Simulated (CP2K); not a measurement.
# Al under changes of volume

One of the cells (16.603 Å³/atom); the others are scaled copies at fixed shape and fractional positions:

```
Al
1.0
     2.86351    0.00000    0.00000
     1.43175    2.47987    0.00000
     1.43175    0.82662    2.33804
Al
1
Cartesian
  0.0000 0.0000 0.0000
```

```yaml
Program: CP2K 2026.2
Functional: PBEsol
Potentials_or_basis: POTENTIAL_UZH Al GTH-PBE-q3; TZVP-MOLOPT-PBE-GTH basis
Density_cutoff: 6123 eV
k_mesh: 11 × 11 × 11
Occupations: fermi-dirac, width 0.05 eV
Spin: no spin polarisation
```

```csv
volume (Å³/atom),energy over the lowest point (meV/atom),pressure (GPa)
15.607,?,?
15.939,4.27,2.8
16.271,0.33,1.0
16.603,0.00,-0.7
16.935,2.92,-2.1
17.267,8.75,-3.5
17.599,17.21,-4.7
```

Q: What does the run at 15.607 Å³/atom give?

A: Energy over the lowest point 12.21 meV/atom; pressure 4.9 GPa.

Worked out: A Birch-Murnaghan fit of order 3 (a polynomial in V^(-2/3)) to the other rows has its minimum at 16.47 Å³/atom with B0 = V·E''(V) = 81 GPa and B' = 4.3. It gives 12.23 meV/atom at 15.607 Å³/atom, against the run's 12.21, and -dE/dV = 4.9 GPa, against 4.9.

Energies are extrapolated to zero smearing.

Caveats: the potentials were made for another functional, which shifts forces and pressure; the basis of atomic orbitals isn't converged, which shifts pressures, moduli and gaps.
